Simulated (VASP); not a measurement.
Here is a VASP 6.6.1 calculation.

POSCAR

```
C
1.0
    2.6197200000      0.0000000000      0.0000000000
    0.0000000000      2.6197200000      0.0000000000
    0.0000000000      0.0000000000      2.6197200000
C
3
Direct
    0.0000000000      0.5000000000      0.5000000000
    0.5000000000      0.0000000000      0.5000000000
    0.5000000000      0.5000000000      0.0000000000
```

Contents of INCAR.step1:

```
SYSTEM = C
ALGO = Normal
EDIFF = 1E-8
EDIFFG = -0.002
ENCUT = 600
GGA = PE
IBRION = 2
ISIF = 3
ISMEAR = 0
LASPH = .True.
LCHARG = .False.
LREAL = .False.
LWAVE = .False.
NELM = 100
NSW = 40
PREC = Accurate
SIGMA = 0.02
```

INCAR.step2

```
SYSTEM = C
ALGO = Normal
EDIFF = 1E-8
ENCUT = 600
GGA = PE
IBRION = 6
ISIF = 2
ISMEAR = 0
LASPH = .True.
LCHARG = .False.
LREAL = .False.
LWAVE = .False.
NELM = 100
NFREE = 2
NSW = 1
POTIM = 0.015
PREC = Accurate
SIGMA = 0.02
```

The input KPOINTS:

```
k-points
0
Gamma
  7 7 7
  0 0 0
```

Potentials or basis: VASP PAW PBE potentials, release 64 (C).

Launch:

```bash
$ cat potpaw_PBE.64/C/POTCAR > POTCAR
$ cp INCAR.step1 INCAR
$ mpirun -np 1 vasp_std > vasp.out
$ cp CONTCAR POSCAR
$ cp INCAR.step2 INCAR
$ mpirun -np 1 vasp_std > vasp.out
```

Question: What does it give for the highest phonon frequency at Γ?

Answer: 2 cm⁻¹.

Question: Predict the most unstable mode.

Answer: 980i cm⁻¹.

Question: What does it give for the space group after relaxing (to 0.05 Å)?

Answer: Pm-3m (No. 221).

Final structure:
```
CELL_PARAMETERS angstrom
2.62040 0.00000 0.00000
0.00000 2.62040 0.00000
0.00000 0.00000 2.62040
ATOMIC_POSITIONS crystal
C 0.00000 0.50000 0.50000
C 0.50000 0.00000 0.50000
C 0.50000 0.50000 0.00000
```

Caveat: some modes are imaginary.
